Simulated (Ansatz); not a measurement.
# VN: the cost of one run

Computed with Ansatz 0.2.0 (DFT PBEsol, scalar-relativistic, plane waves, PAW, unless a step's input says otherwise).

4 further runs of the same task are left out: 4 set aside as unsound or not needed.

## Step 1: The system as given

Symmetry: P-6m2, No. 187, hexagonal system. Conventional cell: a = 2.710 Å, b = 2.710 Å, c = 2.621 Å, α = 90.00°, β = 90.00°, γ = 120.00°. V (site symmetry -6m2) has 6 N at 2.04 Å as nearest neighbours. N (site symmetry -6m2) has 6 V at 2.04 Å as nearest neighbours.

As a file:

```
V N
1.0
     2.71035    0.00000    0.00000
    -1.35517    2.34723    0.00000
     0.00000    0.00000    2.62136
V N
1 1
Direct
  0.66667 0.33333 0.00000
  0.33333 0.66667 0.50000
```

It goes back to an entry of the Materials Project, which need not be the stable form.

This cell was relaxed beforehand with the same method: volume 8.34 Å³/atom, gap on the mesh none (metal).

The bulk reference comes from a run made before at the same settings: -1633.2564 eV/atom.

## Step 2: The (001) slab

Planes are indexed in the bulk's conventional cell (P-6m2 (No. 187)), a = 2.710 Å, b = 2.710 Å, c = 2.621 Å, α = 90.00°, β = 90.00°, γ = 120.00°.

Cut from the relaxed bulk: a (001) slab, 11.8 Å thick as cut, with 15 Å of vacuum; its outer planes are V (top) and N (bottom).

The slab as cut. Its planes from the bottom up:

| plane | atoms per cell | height over the lowest (Å) |
| --- | --- | --- |
| 1 | N | 0.00 |
| 2 | V | 1.31 |
| 3 | N | 2.62 |
| 4 | V | 3.93 |
| 5 | N | 5.24 |
| 6 | V | 6.55 |
| 7 | N | 7.86 |
| 8 | V | 9.17 |
| 9 | N | 10.49 |
| 10 | V | 11.80 |

## Step 3: Single point on the unrelaxed (001) slab

A dipole layer in the vacuum cancels the field that periodic copies would set up if the slab's two faces differ.

Input file input.yaml:

```yaml
crystal:
  lattice:
    - [2.7103489753, 0.0, 0.0]
    - [-1.3551744877, 2.3472310657, 0.0]
    - [0.0, 0.0, 26.7961333239]
  atoms:
    - { symbol: "N", position: [0.3333333333, 0.6666666667, 0.2798911287] }
    - { symbol: V, position: [0.6666666667, 0.3333333333, 0.3288042112] }
    - { symbol: "N", position: [0.3333333333, 0.6666666667, 0.3777172937] }
    - { symbol: V, position: [0.6666666667, 0.3333333333, 0.4266303762] }
    - { symbol: "N", position: [0.3333333333, 0.6666666667, 0.4755434587] }
    - { symbol: V, position: [0.6666666667, 0.3333333333, 0.5244565413] }
    - { symbol: "N", position: [0.3333333333, 0.6666666667, 0.5733696238] }
    - { symbol: V, position: [0.6666666667, 0.3333333333, 0.6222827063] }
    - { symbol: "N", position: [0.3333333333, 0.6666666667, 0.6711957888] }
    - { symbol: V, position: [0.6666666667, 0.3333333333, 0.7201088713] }
basis:
  ecutwfc: 420
kpoints:
  mp_grid: { grid: [15, 15, 1] }
hamiltonian:
  xc: pbesol
scf:
  occupations: { method: gaussian, width: 0.1 }
output:
  forces: true
  stress: true
  eigenvalues: true
  write_density: true
  write_potential: true
  elf: true
  volumetric_format: npy
efield:
  axis: 3
  dipole_correction: true
  ramp_width: 0.04
```

On the command line:

```sh
$ ansatz run input.yaml --threads 1 --pin off --max-ram 2560MiB --backend cpu --events-out ev --progress --plain --runs-dir out
```

**Question.** How long does this run take on 1 thread of Intel Xeon at 2.50GHz (Skylake/Cascade Lake), shared host, and how much memory does it need?

About 91 s, with a peak of 0.5 GiB.
